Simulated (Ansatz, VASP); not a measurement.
## One calculation of TaN, two programs

File INCAR:

```
PREC = Accurate ; ENCUT = 520
EDIFF = 1E-6 ; ISMEAR = -1
SIGMA = 0.02 ; LREAL = F
LASPH = T ; NELM = 80
ALGO = Normal ; ISIF = 2
LWAVE = F ; LCHARG = F
GGA = PS ; NBANDS = 15
```

File KPOINTS:

```
Automatic mesh
0
Gamma
  9 9 9
```

Contents of POSCAR:

```
TaN
1.0
   -0.0217900000      2.1681050000      2.1681050000
    2.1681050000     -0.0217900000      2.1681050000
    2.1681050000      2.1681050000     -0.0217900000
Ta N
1 1
Direct
    0.5000000000      0.5000000000      0.5000000000
    0.0000000000      0.0000000000      0.0000000000
```

Input for Ansatz:

```yaml
crystal:
  lattice:
    - [-0.02179, 2.168105, 2.168105]
    - [2.168105, -0.02179, 2.168105]
    - [2.168105, 2.168105, -0.02179]
  atoms:
    - { symbol: Ta, position: [0.5, 0.5, 0.5] }
    - { symbol: "N", position: [0.0, 0.0, 0.0] }
kpoints:
  mp_grid: { grid: [9, 9, 9] }
  band_path:
    path:
      - [0.0, 0.0, 0.0]
      - [0.5, 0.5, 0.5]
      - [0.2525443832, 0.5, 0.7474556168]
      - [-0.2525443832, 0.2525443832, 0.5]
      - [0.0, 0.0, 0.5]
      - [0.0, 0.0, 0.0]
      - [-0.3762721916, 0.0, 0.3762721916]
      - [0.0, 0.3762721916, 0.6237278084]
      - [0.0, 0.5, 0.5]
    npoints: 5
scf:
  occupations: { method: fermi_dirac, width: 0.02 }
hamiltonian:
  xc: pbesol
  pseudopotentials: { kind: all_electron, lapw: { basis_error: 0.0005 } }
output:
  forces: true
  stress: true
  eigenvalues: true
```

Change from the starting cell: equal xy, yz and zx shear strains of -1 %.

Alike in both runs: task single point; functional PBEsol; k mesh 9 × 9 × 9; occupations fermi-dirac, width 0.02 eV; no spin polarisation.

|  | VASP | Ansatz |
| --- | --- | --- |
| version | VASP 6.6.1 | Ansatz 0.2.0 |
| potentials or method | VASP PAW PBE potentials, release 64 (Ta_pv, N) | all-electron LAPW, scalar-relativistic |
| plane-wave cutoff (eV) | 520 | see its input |

|  | VASP | Ansatz | Ansatz less VASP |
| --- | --- | --- | --- |
| pressure (GPa) | 5.5 | 4.4 | -1.10 |
| largest component of the traceless stress (GPa) | 0.52 | 0.57 | +0.057 |

Ansatz ran all-electron here, so the differences hold the error of VASP's frozen core and of both bases.

Caveats: the PAW data sets were made with another functional, which shifts forces and pressure a little (VASP). The runs have no spin-orbit coupling, so splittings on Ta are missing.
